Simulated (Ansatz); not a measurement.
Crystal: HgTe.

```
Hg Te
1.0
     0.00000    3.18000    3.18000
     3.18000    0.00000    3.18000
     3.18000    3.18000    0.00000
Hg Te
1 1
Direct
  0.00000 0.00000 0.00000
  0.50000 0.50000 0.50000
```

Measurements of this composition are mostly on another form, of space group No. 216.

Base run:

| Item | Value |
| --- | --- |
| Program | Ansatz 0.2.0 |
| Functional | PBE |
| Potentials or basis | Ansatz PAW |
| Cutoff | 420 eV (not typed: the program's choice for these potentials) |
| k mesh | 5 × 5 × 5 |
| Occupations | fermi-dirac, width 0.05 eV |
| Spin | spin-orbit coupling, no magnetisation |

Its results: band gap on the k mesh none (metal or under the smearing width); pressure -3.7 GPa.

Q: The run is repeated on the same cell with these changes: functional from PBE to LDA. What comes out?

A: Band gap on the k mesh none (metal or under the smearing width); pressure -7.8 GPa.

LDA binds more tightly than PBE, so the same cell stands under less pressure.

Caveats: the PAW data sets come from PBE, with cores solved anew for the run's functional, which leaves a small shift of forces and pressure (some runs).
